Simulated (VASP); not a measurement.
Wanted: the native input for a VASP 6.6.1 run.

```
Task                   : band structure
Functional             : TB-mBJ
Potentials or basis    : VASP PAW PBE potentials, release 64 (Si, C)
Cutoff                 : 520 eV
k mesh                 : 12 × 12 × 12
Occupations            : gaussian, width 0.02 eV
Spin                   : no spin polarisation
Further INCAR settings : ALGO = Normal; EDIFF = 1e-07
```

Crystal: SiC.

```
Si C
1.0
     0.00000    2.18970    2.18970
     2.18970    0.00000    2.18970
     2.18970    2.18970    0.00000
Si C
1 1
Direct
  0.00000 0.00000 0.00000
  0.25000 0.25000 0.25000
```

One way to write it, as run:

POSCAR

```
SiC                                     
1.0
    0.0000000000      2.1897021500      2.1897021500
    2.1897021500      0.0000000000      2.1897021500
    2.1897021500      2.1897021500      0.0000000000
  Si              C             
     1     1
Direct
     0.0000000000000000    0.0000000000000000    0.0000000000000000
     0.2500000000000000    0.2500000000000000    0.2500000000000000
```

INCAR.step1

```
SYSTEM = SiC
ALGO = Normal
EDIFF = 1E-5
ENCUT = 520
GGA = PE
ISIF = 2
ISMEAR = 0
LASPH = .True.
LCHARG = .False.
LREAL = .False.
LWAVE = .True.
NELM = 100
PREC = Accurate
SIGMA = 0.02
```

INCAR.step2

```
SYSTEM = SiC
ALGO = Normal
EDIFF = 1E-7
ENCUT = 520
ISIF = 2
ISMEAR = 0
ISTART = 1
LASPH = .True.
LCHARG = .False.
LREAL = .False.
LWAVE = .False.
METAGGA = MBJ
NELM = 100
PREC = Accurate
SIGMA = 0.02
```

KPOINTS

```
k-points
0
Gamma
  12 12 12
  0 0 0
```

KPOINTS_OPT

```
path GXWKGLUWLK,UX
15
line-mode
reciprocal
 0.0000000000  0.0000000000  0.0000000000  G
 0.5000000000  0.0000000000  0.5000000000  X

 0.5000000000  0.0000000000  0.5000000000  X
 0.5000000000  0.2500000000  0.7500000000  W

 0.5000000000  0.2500000000  0.7500000000  W
 0.3750000000  0.3750000000  0.7500000000  K

 0.3750000000  0.3750000000  0.7500000000  K
 0.0000000000  0.0000000000  0.0000000000  G

 0.0000000000  0.0000000000  0.0000000000  G
 0.5000000000  0.5000000000  0.5000000000  L

 0.5000000000  0.5000000000  0.5000000000  L
 0.6250000000  0.2500000000  0.6250000000  U

 0.6250000000  0.2500000000  0.6250000000  U
 0.5000000000  0.2500000000  0.7500000000  W

 0.5000000000  0.2500000000  0.7500000000  W
 0.5000000000  0.5000000000  0.5000000000  L

 0.5000000000  0.5000000000  0.5000000000  L
 0.3750000000  0.3750000000  0.7500000000  K

 0.6250000000  0.2500000000  0.6250000000  U
 0.5000000000  0.0000000000  0.5000000000  X
```

Potentials or basis: VASP PAW PBE potentials, release 64 (Si, C).

Command:

```sh
$ cat potpaw_PBE.64/Si/POTCAR potpaw_PBE.64/C/POTCAR > POTCAR
$ cp INCAR.step1 INCAR
$ mpirun -np 1 vasp_std > vasp.out
$ cp INCAR.step2 INCAR
$ mpirun -np 1 vasp_std > vasp.out
```

Results of the run:

The band gap on the k mesh is 2.35 eV, indirect (least direct gap 5.50 eV) and the band gap along the path is 2.35 eV, indirect (least direct gap 5.50 eV).

Run time: 52 s on 1 thread of Intel(R) Xeon(R) Platinum 8375C CPU @ 2.90GHz (Ice Lake), on a shared host, peak memory 0.15 GiB.
